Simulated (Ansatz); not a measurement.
Wanted: the native input for an Ansatz 0.2.0 run.

- Task: band structure
- Functional: PBEsol
- Potentials or basis: Ansatz PAW
- Cutoff: 420 eV (not typed: the program's choice for these potentials)
- k mesh: 6 × 6 × 6
- Occupations: fermi-dirac, width 0.05 eV
- Spin: collinear spin, ferromagnetic start
- Starting moments: [1.0, 1.0, 1.0, 1.0, 0.0, 0.0, 0.0, 0.0] μB
- Hubbard terms: Ni d U = 5 eV
- Path: [["G", "X", "M", "G", "R", "X"], ["M", "R"]]
- Points for each segment of the path: 10
- Hubbard projectors: ortho-atomic (the default)
- Double counting: fll (the default)

The system is SiNi.

```xyz
8
Lattice="4.5037 0.0000 0.0000 0.0000 4.5037 0.0000 0.0000 0.0000 4.5037" Properties=species:S:1:pos:R:3 pbc="T T T"
Ni    0.6733    0.6733    0.6733
Ni    2.9252    1.5785    3.8304
Ni    3.8304    2.9252    1.5785
Ni    1.5785    3.8304    2.9252
Si    3.8139    3.8139    3.8139
Si    1.5620    2.9417    0.6898
Si    0.6898    1.5620    2.9417
Si    2.9417    0.6898    1.5620
```

The cell is a database's computed one.

These files were run (other wordings do the same):

input.yaml

```yaml
crystal:
  lattice:
    - [4.503694, 0.0, 0.0]
    - [0.0, 4.503694, 0.0]
    - [0.0, 0.0, 4.503694]
  atoms:
    - { symbol: Ni, position: [0.149504, 0.149504, 0.149504], spin: 1.0 }
    - { symbol: Ni, position: [0.649504, 0.350496, 0.850496], spin: 1.0 }
    - { symbol: Ni, position: [0.850496, 0.649504, 0.350496], spin: 1.0 }
    - { symbol: Ni, position: [0.350496, 0.850496, 0.649504], spin: 1.0 }
    - { symbol: Si, position: [0.84683, 0.84683, 0.84683] }
    - { symbol: Si, position: [0.34683, 0.65317, 0.15317] }
    - { symbol: Si, position: [0.15317, 0.34683, 0.65317] }
    - { symbol: Si, position: [0.65317, 0.15317, 0.34683] }
hamiltonian:
  xc: pbesol
  pseudopotentials: { kind: paw }
  hubbard: { sites: [{ species: Ni, l: d, u_eff: 5.0 }] }
magnetization:
  spin_polarized: true
kpoints:
  mp_grid: { grid: [6, 6, 6] }
  band_path:
    path:
      - [[0.0, 0.0, 0.0], [0.0, 0.5, 0.0], [0.5, 0.5, 0.0], [0.0, 0.0, 0.0], [0.5, 0.5, 0.5], [0.0, 0.5, 0.0]]
      - [[0.5, 0.5, 0.0], [0.5, 0.5, 0.5]]
    npoints: 10
scf:
  occupations: { method: fermi_dirac, width: 0.05 }
  n_extra_bands: 20
output:
  forces: true
  stress: true
  eigenvalues: true
  fatbands: false
  write_density: true
  write_potential: true
  elf: true
  volumetric_format: npy
```

Potentials or basis: Ansatz PAW.

The run is started by

```bash
$ ansatz run input.yaml --threads 4 --pin off --max-ram 11264MiB --backend cpu --events-out ev --progress --plain --runs-dir out
```

It gave:

```
Pressure               : -5.7 GPa
Largest force          : 0.115 eV/Å
Band gap on the k mesh : none (metal or under the smearing width)
Net moment             : 0.00 μB per cell
Absolute moment        : 0.00 μB per cell
```

Caveat: the magnetic or orbital state may not be the lowest; the PAW data sets come from PBE, with cores solved anew for the run's functional, which leaves a small shift of forces and pressure; the U is typed as a test and isn't derived for this compound; the starting moments weren't kept.

Run time: 60 s on 4 threads of Arm Neoverse V2, on a shared host, peak memory 1.3 GiB.
